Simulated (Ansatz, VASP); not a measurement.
Al2Cu: VASP beside Ansatz

```xyz
3
Lattice="4.0214 0.0000 0.0000 0.0000 4.0214 0.0000 0.0000 0.0000 2.8323" Properties=species:S:1:pos:R:3 pbc="T T T"
Cu    0.0000    0.0000    0.0000
Al    0.0000    2.0107    1.4161
Al    2.0107    0.0000    1.4161
```

Change from the starting cell: volume scaled by 0.94.

Alike in both runs: task single point; functional PBE; k mesh 7 × 7 × 9; occupations fermi-dirac, width 0.05 eV; no spin polarisation.

|  | VASP | Ansatz |
| --- | --- | --- |
| version | VASP 6.6.1 | Ansatz 0.2.0 |
| potentials or method | VASP PAW PBE potentials, release 64 (Cu, Al) | Ansatz PAW |
| plane-wave cutoff (eV) | 520 | 420 |
| valence electrons in the cell | 17 | 25 |

|  | VASP | Ansatz | Ansatz less VASP |
| --- | --- | --- | --- |
| gap on the k mesh at the Fermi level (eV) | none | none | - |
| pressure (GPa) | 7.3 | 7.1 | -0.13 |
| largest component of the traceless stress (GPa) | 0.50 | 0.53 | +0.027 |

A gap of «none» marks a metal or a gap that the smearing closes. With one functional, cell and mesh, what is left measures potentials, basis and numerics. The two sets of potentials don't hold the same shells in valence.
